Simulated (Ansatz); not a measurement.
Crystal: Te.

```xyz
2
Lattice="-2.9578 3.8760 1.5352 2.9578 -3.8760 1.5352 2.9578 3.8760 -1.5352" Properties=species:S:1:pos:R:3 pbc="T T T"
Te    2.9578   -1.9380    0.7704
Te    0.0000    5.8139    0.7647
```

This isn't the form of Te at room conditions, which is trigonal, of chains.

| Property | Result |
| --- | --- |
| Program | Ansatz 0.2.0 |
| Task | single point |
| Functional | PBE |
| Potentials or basis | Ansatz PAW |
| Cutoff | 420 eV (not typed: the program's choice for these potentials) |
| k mesh | 10 × 10 × 10 |
| Occupations | fermi-dirac, width 0.05 eV |
| Spin | no spin polarisation |

On this cell: pressure 0.7 GPa; largest force under 0.003 eV/Å; band gap on the k mesh none (metal or under the smearing width).

The same run follows on a disturbed copy (atoms moved at random, drawn with an rms of 0.05 Å):

```
Te
1.0
    -2.95779    3.87597    1.53515
     2.95779   -3.87597    1.53515
     2.95779    3.87597   -1.53515
Te
2
Direct
  0.00724 0.73991 0.25666
  0.98375 0.24229 0.75956
```

Task: What changes?

Result: The energy (extrapolated to zero smearing) moves by -1.8 meV/atom; pressure 0.9 GPa; largest force 0.048 eV/Å; band gap on the k mesh none (metal or under the smearing width).

Forces on the atoms (eV/Å):
```
Te  -0.019 -0.043 -0.013
Te   0.019  0.043  0.013
```

Stress tensor (GPa, compression positive):
```
 2.33  0.00 -0.04
 0.00  0.27 -0.01
-0.04 -0.01  0.01
```

The energy falls, though the first cell shows no forces: that form is unstable against this distortion, unless noise or another electronic state is at work.
